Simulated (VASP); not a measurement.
A run of VASP 6.6.1 is set up as follows.

File run.py:

```python
from ase.calculators.vasp import Vasp
from ase.io import read

atoms = read('Lu.cif')
calc = Vasp(
    directory='calc',
    xc='am05',
    pp='PBE',
    setups='minimal',
    prec='Accurate',
    encut=500,
    ediff=1e-07,
    ismear=-1,
    sigma=0.1,
    lreal=False,
    lasph=True,
    nelm=80,
    algo='Fast',
    isif=2,
    lwave=False,
    lcharg=False,
    ivdw=13,
    ibrion=2,
    nsw=40,
    ediffg=-0.01,
    kpts=[10, 9, 9],
    gamma=True,
)
atoms.calc = calc

print('energy (eV):', atoms.get_potential_energy())
print('free energy (eV):', atoms.get_potential_energy(force_consistent=True))
print('forces (eV/A):')
print(atoms.get_forces())
print('stress (eV/A^3, Voigt):', atoms.get_stress())
print('Fermi level (eV):', calc.get_fermi_level())
print('cell (A, degrees):', atoms.cell.cellpar())
print('volume (A^3):', atoms.get_volume())
print('scaled positions:')
print(atoms.get_scaled_positions())
```

Contents of Lu.cif:

```cif
data_Lu
_cell_length_a 3.31494585
_cell_length_b 3.37517805
_cell_length_c 3.38124680
_cell_angle_alpha 108.32699469
_cell_angle_beta 107.59554664
_cell_angle_gamma 110.36678734
_space_group_name_H-M_alt 'P1'
_space_group_name_Hall 'P 1'
_space_group_IT_number 1
loop_
_space_group_symop_operation_xyz
'x,y,z'
loop_
_atom_site_label
_atom_site_type_symbol
_atom_site_symmetry_multiplicity
_atom_site_Wyckoff_symbol
_atom_site_fract_x
_atom_site_fract_y
_atom_site_fract_z
_atom_site_occupancy
Lu1 Lu 1 a -0.0009250000 0.0059850000 0.0010510000 1
```

Potentials or basis: VASP PAW PBE potentials, release 64 (Lu).

The run is started by

```bash
$ python run.py
```

**Question.** What does it give for the band gap on the k mesh?

**Answer.** None (metal or under the smearing width).

**Question.** Estimate the dispersion energy per atom.

**Answer.** -0.105 eV.

Final structure:
```yaml
crystal:
  lattice:
    - [3.31495, 0.00000, 0.00000]
    - [-1.17466, 3.16418, 0.00000]
    - [-1.02214, -1.51355, 2.84556]
  atoms:
    - { symbol: Lu, position: [0.99908, 0.00599, 0.00105] }
```

Caveat: the relaxation stopped at its first step, so nothing moved; the PAW data sets were made with another functional, which shifts forces and pressure a little. Spin-orbit coupling is left out, which matters for the levels of Lu.
